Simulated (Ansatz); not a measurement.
**Cu (Fm-3m)**

Computed with DFT PBEsol, scalar-relativistic, plane waves, PAW (Ansatz).

Settings: cutoff 420 eV, Γ-centred mesh 20×20×20 on the computed 1-atom cell, Gaussian smearing of 0.10 eV; no spin polarisation.

The structure is relaxed at this level of theory with its symmetry kept.

```xyz
1
Lattice="0.0000 1.7817 1.7817 1.7817 0.0000 1.7817 1.7817 1.7817 0.0000" Properties=species:S:1:pos:R:3 pbc="T T T"
Cu    0.0000    0.0000    0.0000
```

```
Space group                                                       : Fm-3m (No. 225)
Volume per atom                                                   : 11.31 Å³
Formation energy from the elements' standard states (uncorrected) : -0.001 eV/atom
Kohn–Sham band gap                                                : none (metal)
Density of states at the Fermi level                              : 0.30 states/eV per cell
Löwdin character within 0.5 eV of the Fermi level                 : Cu 4s 42 %, Cu 3d 36 %, unprojected 23 %
Bulk modulus                                                      : 168 GPa
Its pressure derivative                                           : 5.0
Bader charges (e)                                                 : Cu (1 in the cell) 0.00
```